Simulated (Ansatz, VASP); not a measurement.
**Mg: VASP beside Ansatz**

Contents of INCAR:

```
PREC = Accurate
ENCUT = 600
EDIFF = 1E-6
ISMEAR = -1
SIGMA = 0.05
LREAL = F
LASPH = T
NELM = 60
ALGO = Fast
ISIF = 3
LWAVE = F
LCHARG = F
GGA = PE
IVDW = 13
IBRION = 2
NSW = 60
EDIFFG = -0.005
```

File KPOINTS:

```
regular mesh
0
Gamma
  10 10 5
```

POSCAR

```
Mg
1.0
    3.2093000000      0.0000000000      0.0000000000
   -1.6046500000      2.7793353284      0.0000000000
    0.0000000000      0.0000000000      5.2103000000
Mg
2
Direct
    0.6666666667      0.3333333333      0.7500000000
    0.3333333333      0.6666666667      0.2500000000
```

input.yaml

```yaml
crystal:
  lattice:
    - [3.2093, 0.0, 0.0]
    - [-1.60465, 2.7793353284, 0.0]
    - [0.0, 0.0, 5.2103]
  atoms:
    - { symbol: Mg, position: [0.6666666667, 0.3333333333, 0.75] }
    - { symbol: Mg, position: [0.3333333333, 0.6666666667, 0.25] }
hamiltonian:
  xc: pbe
  pseudopotentials: { kind: paw }
  dispersion: d4
kpoints:
  mp_grid: { grid: [10, 10, 5] }
scf:
  occupations: { method: fermi_dirac, width: 0.05 }
output:
  forces: true
  stress: true
relax:
  f_tol: 0.01
  max_steps: 40
  cell: { stress_tol: 0.05 }
```

Alike in both runs: task relaxation of cell and atoms; functional PBE; dispersion D4; k mesh 10 × 10 × 5; occupations fermi-dirac, width 0.05 eV; no spin polarisation.

|  | VASP | Ansatz |
| --- | --- | --- |
| version | VASP 6.6.1 | Ansatz 0.2.0 |
| potentials or method | VASP PAW PBE potentials, release 64 (Mg) | Ansatz PAW |
| plane-wave cutoff (eV) | 600 | 420 |
| valence electrons in the cell | 4 | 20 |

Ansatz gave:

* relaxed volume (Å³/atom): 23.24
* relaxed cell length with the largest relative difference (Å): 5.321
* energy change over the relaxation (meV/atom): -3

Task: Estimate VASP's values.

Result: Relaxed volume (Å³/atom): 23.24; relaxed cell length with the largest relative difference (Å): 5.322; energy change over the relaxation (meV/atom): -3.

The two sets of potentials don't hold the same shells in valence.

Caveats: pairwise dispersion overbinds metals, which lowers pressure and volume (VASP); the plane-wave basis is chosen anew once the cell has moved, so the energies of steps on either side of that aren't comparable (Ansatz).
